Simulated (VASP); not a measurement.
A run of VASP 6.6.1:

File INCAR:

```
PREC = Accurate ; ENCUT = 520
EDIFF = 1E-6 ; ISMEAR = 0
SIGMA = 0.02 ; LREAL = False
LASPH = True ; NELM = 60
ALGO = Normal ; ISIF = 2
LWAVE = False ; LCHARG = True
METAGGA = R2SCAN ; LMIXTAU = True
LVHAR = True
```

KPOINTS

```
Automatic mesh
0
Gamma
  12 12 12
```

Contents of POSCAR:

```
CdO                                     
1.0
    0.0000000000      2.3610036667      2.3610036667
    2.3610036667      0.0000000000      2.3610036667
    2.3610036667      2.3610036667      0.0000000000
  Cd              O             
     1     1
Direct
     0.0000000000000000    0.0000000000000000    0.0000000000000000
     0.5000000000000000    0.5000000000000000    0.5000000000000000
```

Potentials or basis: VASP PAW PBE potentials, release 64 (Cd, O).

Command:

```sh
$ cat potpaw_PBE.64/Cd/POTCAR potpaw_PBE.64/O/POTCAR > POTCAR
$ mpirun -np 1 vasp_std > vasp.out
```

Hardware: 1 thread of AMD EPYC 7R13 Processor (Zen 3) (shared host).

Problem. How long does it take, and how much memory?

Solution. Run time: 2.2 min on 1 thread of AMD EPYC 7R13 Processor (Zen 3), with other jobs on the host, peak memory 0.15 GiB. Counts: scf iterations 17, k points 72.
